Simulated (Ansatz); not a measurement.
Crystal: TaN.

```
Ta N
1.0
     2.93800    0.00000    0.00000
    -1.46900    2.54438    0.00000
     0.00000    0.00000    2.88300
Ta N
1 1
Direct
  0.00000 0.00000 0.50000
  0.66667 0.33333 0.00000
```

Base run:

```yaml
Program: Ansatz 0.2.0
Functional: PBEsol
Potentials_or_basis: all-electron LAPW, scalar-relativistic
Cutoff: 350 eV
Density_cutoff: 1399 eV
Basis_error_allowed: 0.001 eV/atom
k_mesh: 10 × 10 × 9
Occupations: fermi-dirac, width 0.05 eV
Spin: no spin polarisation
Hubbard_terms: Ta d U = 4 eV
```

Its results: band gap on the k mesh none (metal or under the smearing width); pressure -1.1 GPa.

After a change of settings the same cell gave: band gap on the k mesh none (metal or under the smearing width); pressure -3.1 GPa. Which change was it?
A. hubbard terms from Ta d U = 4 eV to Ta d U = 2 eV
B. occupations from fermi-dirac, width 0.05 eV to gaussian, width 0.02 eV; hubbard terms from Ta d U = 4 eV to none
C. potentials or basis from all-electron LAPW, scalar-relativistic to all-electron PAW datasets made for the crystal; hubbard terms from Ta d U = 4 eV to none
D. hubbard terms from Ta d U = 4 eV to none

A.

Caveats: U is the effective U less J, on atomic orbitals that reach past the spheres; U without spin polarisation on a metal has little footing.

Not every run made on this cell is shown here.
